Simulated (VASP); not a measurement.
# InSe (P6_3/mmc) in VASP: convergence with SIGMA

Aim: find how far SIGMA must go before the results for InSe settle, at PBE. This setting moves, with any that are tied to it; all else stays.

Program: VASP 6.6.1. These are calculated values, not measurements. Logs are shortened: lines on timing, memory, paths and dates and some standing lists are left out, and cuts for length are marked.

### 1 The structure

It takes space group P6_3/mmc (No. 194, hexagonal). Conventional cell: a = 4.050 Å, b = 4.050 Å, c = 16.930 Å, α = 90.00°, β = 90.00°, γ = 120.00°. In (site symmetry 3m) has 3 Se at 2.52 Å as nearest neighbours. Se (site symmetry 3m) is surrounded by 3 In at 2.52 Å.

### 2 With SIGMA 0.3 eV

The input, INCAR:

```
PREC = Accurate
ENCUT = 600
EDIFF = 1E-7
ISMEAR = -1
SIGMA = 0.3
LREAL = F
LASPH = T
NELM = 80
ALGO = Normal
ISIF = 2
LWAVE = F
LCHARG = F
GGA = PE
```

The input, KPOINTS:

```
Automatic mesh
0
Gamma
  8 8 2
```

The input, POSCAR:

```
InSe
1.0
    4.0500000000      0.0000000000      0.0000000000
   -2.0250000000      3.5074028853      0.0000000000
    0.0000000000      0.0000000000     16.9300000000
In Se
4 4
Direct
    0.6666666667      0.3333333333      0.8430000000
    0.3333333333      0.6666666667      0.3430000000
    0.6666666667      0.3333333333      0.6570000000
    0.3333333333      0.6666666667      0.1570000000
    0.6666666667      0.3333333333      0.3980000000
    0.3333333333      0.6666666667      0.8980000000
    0.6666666667      0.3333333333      0.1020000000
    0.3333333333      0.6666666667      0.6020000000
```

Potentials or basis: VASP PAW PBE potentials, release 64 (In_d_GW, Se_GW).

Run with:

```sh
$ cat potpaw_PBE.64/In_d_GW/POTCAR potpaw_PBE.64/Se_GW/POTCAR > POTCAR
$ mpirun -np 1 vasp_std > vasp.out
```

Wall time 9.4 min (1 thread of Intel Xeon Platinum 8488C (Sapphire Rapids), shared host); peak memory 0.52 GiB.

What came out:

```
Free energy            : -26.6799 eV
Pressure               : 7.8 GPa
Largest force          : 2.751 eV/Å
Band gap on the k mesh : none (metal or under the smearing width)
```

### 3 With SIGMA 0.2 eV

Edit INCAR of step 2 so:

```diff
@@ -4,3 +4,3 @@
 ISMEAR = -1
-SIGMA = 0.3
+SIGMA = 0.2
 LREAL = F
```

KPOINTS is that of step 2.

POSCAR is that of step 2.

Potentials or basis: VASP PAW PBE potentials, release 64 (In_d_GW, Se_GW).

Run with:

```sh
$ cat potpaw_PBE.64/In_d_GW/POTCAR potpaw_PBE.64/Se_GW/POTCAR > POTCAR
$ mpirun -np 1 vasp_std > vasp.out
```

It took 8.4 min on 1 thread of Intel Xeon Platinum 8488C (Sapphire Rapids), shared host; peak memory 0.51 GiB.

What came out:

```
Free energy            : -26.6037 eV
Pressure               : 7.6 GPa
Largest force          : 2.832 eV/Å
Band gap on the k mesh : none (metal or under the smearing width)
```

### 4 With SIGMA 0.15 eV

Edit INCAR of step 3 so:

```diff
@@ -4,3 +4,3 @@
 ISMEAR = -1
-SIGMA = 0.2
+SIGMA = 0.15
 LREAL = F
```

KPOINTS is that of step 3.

POSCAR is that of step 3.

Run with:

```sh
$ cat potpaw_PBE.64/In_d_GW/POTCAR potpaw_PBE.64/Se_GW/POTCAR > POTCAR
$ mpirun -np 1 vasp_std > vasp.out
```

Wall time 12 min (1 thread of Intel Xeon Platinum 8488C (Sapphire Rapids), shared host); peak memory 0.52 GiB.

Results:

* Free energy: -26.5875 eV
* Pressure: 7.6 GPa
* Largest force: 2.856 eV/Å
* Band gap on the k mesh: none (metal or under the smearing width)

### 5 With SIGMA 0.1 eV

Edit INCAR of step 4 so:

```diff
@@ -4,3 +4,3 @@
 ISMEAR = -1
-SIGMA = 0.15
+SIGMA = 0.1
 LREAL = F
```

KPOINTS is that of step 4.

POSCAR is that of step 4.

Run with:

```sh
$ cat potpaw_PBE.64/In_d_GW/POTCAR potpaw_PBE.64/Se_GW/POTCAR > POTCAR
$ mpirun -np 1 vasp_std > vasp.out
```

It took 12 min on 1 thread of Intel Xeon Platinum 8488C (Sapphire Rapids), shared host; peak memory 0.52 GiB.

Results:

```
Free energy            : -26.5794 eV
Pressure               : 7.6 GPa
Largest force          : 2.871 eV/Å
Band gap on the k mesh : none (metal or under the smearing width)
```

### 6 With SIGMA 0.05 eV

Edit INCAR of step 5 so:

```diff
@@ -4,3 +4,3 @@
 ISMEAR = -1
-SIGMA = 0.1
+SIGMA = 0.05
 LREAL = F
```

KPOINTS is that of step 5.

POSCAR is that of step 5.

Potentials or basis: VASP PAW PBE potentials, release 64 (In_d_GW, Se_GW).

Run with:

```sh
$ cat potpaw_PBE.64/In_d_GW/POTCAR potpaw_PBE.64/Se_GW/POTCAR > POTCAR
$ mpirun -np 1 vasp_std > vasp.out
```

Wall time 12 min (1 thread of Intel Xeon Platinum 8488C (Sapphire Rapids), shared host); peak memory 0.51 GiB.

What came out:

| Quantity | Value |
| --- | --- |
| Free energy | -26.5757 eV |
| Pressure | 7.5 GPa |
| Largest force | 2.878 eV/Å |
| Band gap on the k mesh | none (metal or under the smearing width) |

### 7 With SIGMA 0.02 eV

Edit INCAR of step 6 so:

```diff
@@ -4,3 +4,3 @@
 ISMEAR = -1
-SIGMA = 0.05
+SIGMA = 0.02
 LREAL = F
```

KPOINTS is that of step 6.

POSCAR is that of step 6.

Run with:

```sh
$ cat potpaw_PBE.64/In_d_GW/POTCAR potpaw_PBE.64/Se_GW/POTCAR > POTCAR
$ mpirun -np 1 vasp_std > vasp.out
```

It took 11 min on 1 thread of Intel Xeon Platinum 8488C (Sapphire Rapids), shared host; peak memory 0.51 GiB.

What came out:

```
Free energy            : -26.5744 eV
Pressure               : 7.5 GPa
Largest force          : 2.878 eV/Å
Band gap on the k mesh : none (metal or under the smearing width)
```

### 8 With SIGMA 0.01 eV

Edit INCAR of step 7 so:

```diff
@@ -4,3 +4,3 @@
 ISMEAR = -1
-SIGMA = 0.02
+SIGMA = 0.01
 LREAL = F
```

KPOINTS is that of step 7.

POSCAR is that of step 7.

Potentials or basis: VASP PAW PBE potentials, release 64 (In_d_GW, Se_GW).

Run with:

```sh
$ cat potpaw_PBE.64/In_d_GW/POTCAR potpaw_PBE.64/Se_GW/POTCAR > POTCAR
$ mpirun -np 1 vasp_std > vasp.out
```

OUTCAR:

```text
PREC = Accurate
   ENCUT = 600
   EDIFF = 1E-7
   ISMEAR = -1
   LREAL = F
   LASPH = T
   NELM = 80
   ISIF = 2
   GGA = PE

 ion  position               nearest neighbor table
   1  0.667  0.333  0.843-   6 2.52   6 2.52   6 2.52   3 3.15
   2  0.333  0.667  0.343-   5 2.52   5 2.52   5 2.52   4 3.15
   3  0.667  0.333  0.657-   8 2.52   8 2.52   8 2.52   1 3.15
   4  0.333  0.667  0.157-   7 2.52   7 2.52   7 2.52   2 3.15
   5  0.667  0.333  0.398-   2 2.52   2 2.52   2 2.52
   6  0.333  0.667  0.898-   1 2.52   1 2.52   1 2.52
   7  0.667  0.333  0.102-   4 2.52   4 2.52   4 2.52
   8  0.333  0.667  0.602-   3 2.52   3 2.52   3 2.52

  LATTYP: Found a hexagonal cell.
 ALAT       =     4.0500000000
 C/A-ratio  =     4.1802469136

  Lattice vectors:

 A1 = (   4.0500000000,   0.0000000000,   0.0000000000)
 A2 = (  -2.0250000000,   3.5074028853,   0.0000000000)
 A3 = (   0.0000000000,   0.0000000000,  16.9300000000)

Analysis of symmetry for initial positions (statically):
=====================================================================
 Subroutine PRICEL returns:
 Original cell was already a primitive cell.

 Routine SETGRP: Setting up the symmetry group for a
 hexagonal supercell.

 Subroutine GETGRP returns: Found 24 space group operations
 (whereof 12 operations were pure point group operations)
 out of a pool of 24 trial point group operations.

The static configuration has the point symmetry D_3d.
 The point group associated with its full space group is D_6h.

Analysis of symmetry for dynamics (positions and initial velocities):
=====================================================================
 Subroutine PRICEL returns:
 Original cell was already a primitive cell.

 Routine SETGRP: Setting up the symmetry group for a
 hexagonal supercell.

 Subroutine GETGRP returns: Found 24 space group operations
 (whereof 12 operations were pure point group operations)
 out of a pool of 24 trial point group operations.

The dynamic configuration has the point symmetry D_3d.
 The point group associated with its full space group is D_6h.

 Subroutine INISYM returns: Found 24 space group operations
 (whereof 12 operations are pure point group operations),
 and found     1 'primitive' translations

----------------------------------------------------------------------------------------

                                     Primitive cell

  volume of cell :     240.4903

  direct lattice vectors                    reciprocal lattice vectors
[... 92 lines left out ...]
   ENCUT  =  600.0 eV  44.10 Ry    6.64 a.u.   8.09  8.09 33.81*2*pi/ulx,y,z
   NELM   =     80;   NELMIN=  2; NELMDL= -5     # of ELM steps
   EDIFF  = 0.1E-06   stopping-criterion for ELM
   LREAL  =      F    real-space projection
   EDIFFG = 0.1E-05   stopping-criterion for IOM
   NSW    =      0    number of steps for IOM
   IBRION =     -1    ionic relax: 0-MD 1-quasi-New 2-CG
   NFREE  =      0    steps in history (QN), initial steepest desc. (CG)
   ISIF   =      2    stress and relaxation
   ISYM   =      2    0-nonsym 1-usesym 2-fastsym
   POTIM  = 0.5000    time-step for ionic-motion
   TEBEG  =    0.0;   TEEND  =   0.0 temperature during run
   PSTRESS=    0.0 pullay stress
   NELECT =      76.0000    total number of electrons
   NUPDOWN=      -1.0000    fix difference up-down
   EMIN   =  10.00;   EMAX   =-10.00  energy-range for DOS
   EFERMI =   0.00;   METHOD = LEGACY
   ISMEAR =    -1;   SIGMA  =   0.01  broadening in eV -4-tet -1-fermi 0-gaus
   EFERMI_NEDOS =   21; number of points for ismear=-14 and -15
   IALGO  =     38    algorithm
   IMIX   =      4    mixing-type and parameters
     AMIX     =   0.40;   BMIX     =  1.00
     AMIX_MAG =   1.60;   BMIX_MAG =  1.00
  volume/ion in A,a.u.               =      30.06       202.86
  Fermi-wavevector in a.u.,A,eV,Ry     =   1.115099  2.107232 16.918111  1.243446
  Thomas-Fermi vector in A             =   2.251701
   LORBIT       =      0    0 simple, 1 ext, 2 COOP (PROOUT), +10 PAW based schemes
   GGA     = PE    functional components
   LHFCALC =     F    Hartree Fock is set to
   AEXX    =    0.0000 exact exchange contribution
   IVDW    =     0    specifies the selected vdW correction
   LEPSILON=     F    determine dielectric tensor
   LRPA    =     F    only Hartree local field effects (RPA)
 non-spin polarized calculation
  energy-cutoff  :      600.00
  volume of cell :      240.49
 maximum number of plane-waves:      8054
   NGX = 17   NGY = 17   NGZ = 67

 number of electron      75.9999999 magnetization

 Free energy of the ion-electron system (eV)
  ---------------------------------------------------
  ext. energy  EPLUGINS =         0.00000000
  ---------------------------------------------------
  free energy    TOTEN  =       -26.57393442 eV

  energy without entropy =      -26.57351174  energy(sigma->0) =      -26.57372308

 E-fermi :   3.3640     XC(G=0):  -8.6827

 val. band max:        3.3479041684   @ k =   0.1250   0.0000   0.0000
 cond. band min:       3.6276800965   @ k =   0.0000   0.0000   0.5000
 fundamental gap:      0.2797759281
 Fermi energy:         3.3640013059

 k-point     1 :       0.0000    0.0000    0.0000
  band No.  band energies     occupation
      1     -11.9431      2.00000
      2     -11.9323      2.00000
      3     -11.8425      2.00000
      4     -11.8255      2.00000
      5     -11.7568      2.00000
      6     -11.7568      2.00000
[... 949 lines left out ...]
     44       7.1556      0.00000
     45       8.0308      0.00000

------------------------ aborting loop because EDIFF is reached ----------------------------------------

  FORCE on cell =-STRESS in cart. coord.  units (eV):
  Direction    XX          YY          ZZ          XY          YZ          ZX
  --------------------------------------------------------------------------------------
  -------------------------------------------------------------------------------------
  Total       15.6591673     15.6591673      2.6540125      0.0000000      0.0000000      0.0000000
  in kB      104.3233706    104.3233706     17.6813700      0.0000000      0.0000000      0.0000000
  external PRESSURE =      75.4427038 kB  Pullay stress =       0.0000000 kB

 VOLUME and BASIS-vectors are now :
 -----------------------------------------------------------------------------
  energy-cutoff  :      600.00
  volume of cell :      240.49
      direct lattice vectors                 reciprocal lattice vectors
     4.050000000  0.000000000  0.000000000     0.246913580  0.142555622  0.000000000
    -2.025000000  3.507402885  0.000000000     0.000000000  0.285111244  0.000000000
     0.000000000  0.000000000 16.930000000     0.000000000  0.000000000  0.059066745

 POSITION                                       TOTAL-FORCE (eV/Angst)
 -----------------------------------------------------------------------------------
      2.02500      1.16913     14.27199        -0.000000      0.000000     -2.878395
     -0.00000      2.33827      5.80699         0.000000     -0.000000     -2.878395
      2.02500      1.16913     11.12301        -0.000000      0.000000      2.878395
     -0.00000      2.33827      2.65801         0.000000     -0.000000      2.878395
      2.02500      1.16913      6.73814         0.000000     -0.000000      2.002669
     -0.00000      2.33827     15.20314        -0.000000      0.000000      2.002669
      2.02500      1.16913      1.72686         0.000000     -0.000000     -2.002669
     -0.00000      2.33827     10.19186        -0.000000      0.000000     -2.002669
 -----------------------------------------------------------------------------------
    total drift:                               -0.000000      0.000000      0.000000

  FREE ENERGIE OF THE ION-ELECTRON SYSTEM (eV)
  ---------------------------------------------------
  free  energy   TOTEN  =       -26.5739344205 eV

  energy  without entropy=      -26.5735117403  energy(sigma->0) =      -26.57372308
```

Run time: 9.4 min. Hardware: 1 thread of Intel Xeon Platinum 8488C (Sapphire Rapids), shared host; peak memory 0.51 GiB.

Results:

- Free energy: -26.5739 eV
- Pressure: 7.5 GPa
- Largest force: 2.878 eV/Å
- Band gap on the k mesh: none (metal or under the smearing width)

### 9 Summary

| SIGMA | energy less the tightest run, at zero smearing (meV/atom) | pressure (GPa) | largest force (eV/Å) | SCF cycles | CPU time (s) | peak memory (GiB) |
| --- | --- | --- | --- | --- | --- | --- |
| 0.3 eV | 8.07 | 7.80 | 2.751 | 26 | 560 | 0.52 |
| 0.2 eV | 1.73 | 7.64 | 2.832 | 21 | 500 | 0.51 |
| 0.15 eV | 0.41 | 7.59 | 2.856 | 22 | 730 | 0.52 |
| 0.1 eV | -0.04 | 7.56 | 2.871 | 22 | 750 | 0.52 |
| 0.05 eV | -0.09 | 7.55 | 2.878 | 22 | 720 | 0.51 |
| 0.02 eV | -0.03 | 7.54 | 2.878 | 22 | 690 | 0.51 |
| 0.01 eV | 0.00 | 7.54 | 2.878 | 22 | 550 | 0.51 |

Against the tightest run, the energy stays within 1 meV/atom from 0.15 eV on; the pressure stays within 0.1 GPa from 0.15 eV on; the largest force stays within 0.005 eV/Å from 0.05 eV on. Narrower smearing needs a denser k mesh, so at a fixed mesh the narrowest width isn't the most accurate. The tightest run that finished is the yardstick and may itself not be fully converged.

Caveats: this functional lacks dispersion, which binds the layers, so the pressure and a relaxed spacing across them are unreliable; forces of over 1 eV/Å show positions far from the minimum, so gaps and moduli don't describe the material at rest.
